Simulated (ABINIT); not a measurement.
**CdS: single point with HSE06**

CdS:

```
Cd S
1.0
     0.00000    2.75324    2.75324
     2.75324    0.00000    2.75324
     2.75324    2.75324    0.00000
Cd S
1 1
Cartesian
  0.0000 0.0000 0.0000
  2.7532 2.7532 2.7532
```

Measurements of this composition are mostly on another form, of space group No. 186.

```yaml
Program: ABINIT 10.8.3 (patched build)
Task: single point
Functional: HSE06
Potentials_or_basis: SG15 NC PBE v1.2
Cutoff: 599 eV
k_mesh: 6 × 6 × 6
Occupations: fixed
Spin: no spin polarisation
Most_SCF_steps: 60
```

- Pressure: -2.3 GPa
- Band gap on the k mesh: 0.97 eV, indirect (least direct gap 2.40 eV)
- Valence electrons inside the program's atomic spheres: Cd 17.04; S 3.90

Levels at points of the mesh, in eV from the valence-band top:
```
           k point  band 11  band 12  band 13  band 14  band 15
(0.00, 0.00, 0.00)    -0.76    -0.76    -0.76     1.65    10.46
(0.50, 0.00, 0.00)    -5.20     0.00     0.00     4.44     6.99
(0.50, 0.50, 0.00)    -4.45    -2.23    -2.23     0.97     7.07
```

It took 14 min on 8 MPI ranks on Arm Neoverse V2, with other jobs on the host, peak memory 0.96 GiB a rank.

Caveat: Libxc's HSE differs a little from that of other programs; the potentials were made for another functional, which shifts forces and pressure. A k mesh can miss the band edges.
